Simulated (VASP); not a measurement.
Input of a VASP 6.6.1 run:

INCAR

```
PREC = Accurate
ENCUT = 520
EDIFF = 1E-7
ISMEAR = 0
SIGMA = 0.1
LREAL = False
LASPH = True
NELM = 80
ALGO = Fast
ISIF = 2
LWAVE = False
LCHARG = True
GGA = CA
LELF = True
LVHAR = True
NBANDS = 18
```

The input KPOINTS:

```
Automatic mesh
0
Gamma
  6 6 4
```

File POSCAR:

```
LiF
1.0
    3.0609398175      0.0000000000      0.0000000000
   -1.5304699087      2.6508516414      0.0000000000
    0.0000000000      0.0000000000      4.8073245700
Li F
2 2
Direct
    0.3333333300      0.6666666700      0.3811542600
    0.6666666700      0.3333333300      0.8811542600
    0.3333333300      0.6666666700      0.9938437400
    0.6666666700      0.3333333300      0.4938437400
```

Potentials or basis: VASP PAW LDA potentials, release 64 (Li_sv, F).

Command:

```sh
$ cat potpaw_LDA.64/Li_sv/POTCAR potpaw_LDA.64/F/POTCAR > POTCAR
$ mpirun -np 1 vasp_std > vasp.out
```

Question: What does it give for the largest force?

Answer: 0.008 eV/Å.

Question: Estimate the band gap on the k mesh.

Answer: 7.59 eV, direct.

Forces on the atoms (eV/Å):
```
Li   0.000  0.000 -0.008
Li   0.000  0.000 -0.008
F    0.000  0.000  0.008
F    0.000  0.000  0.008
```

 Expect the measured gap to be larger: semilocal functionals such as LDA lack the derivative discontinuity.
